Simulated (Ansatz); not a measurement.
## One atom moved over a plane in AlNi

Theory: DFT PBEsol, scalar-relativistic, plane waves, PAW (Ansatz). Settings: plane waves to 420 eV, k-mesh 20×20×20 (Γ-centred), Gaussian smearing 0.15 eV. No spin polarisation. A magnetic state may lie lower. Energies are free energies at this smearing, counted from the undisturbed cell; pressure is positive in compression.

Zero of the scan (relaxed at this level; it needn't be the usual structure):

```
CELL_PARAMETERS angstrom
2.02133 -2.02135 0.00000
2.02133 2.02135 0.00000
0.00000 0.00000 2.86941
ATOMIC_POSITIONS crystal
Al 0.00000 0.00000 0.00000
Ni 0.50000 0.50000 0.50000
```

Atom 1 (Al) is moved by p along (0.707, 0.707, 0.000) and q along (0.000, 0.000, 1.000) (Å), all else fixed. Points are written (p, q).

Energy above the undisturbed cell in eV/cell (a dash: not computed):

```
 p \ q  -0.200  -0.100  0.000  0.100  0.200
-0.200    0.27       ?   0.12      ?   0.27
-0.100       ?    0.06   0.03   0.06      ?
 0.000    0.12    0.03   0.00   0.03   0.12
 0.100       ?    0.06   0.03   0.06      ?
 0.200    0.27       ?   0.12      ?   0.27
```

Fill in the withheld energies.

(-0.200, -0.100): 0.16; (-0.200, 0.100): 0.16; (-0.100, -0.200): 0.16; (-0.100, 0.200): 0.16; (0.100, -0.200): 0.16; (0.100, 0.200): 0.16; (0.200, -0.100): 0.16; (0.200, 0.100): 0.16.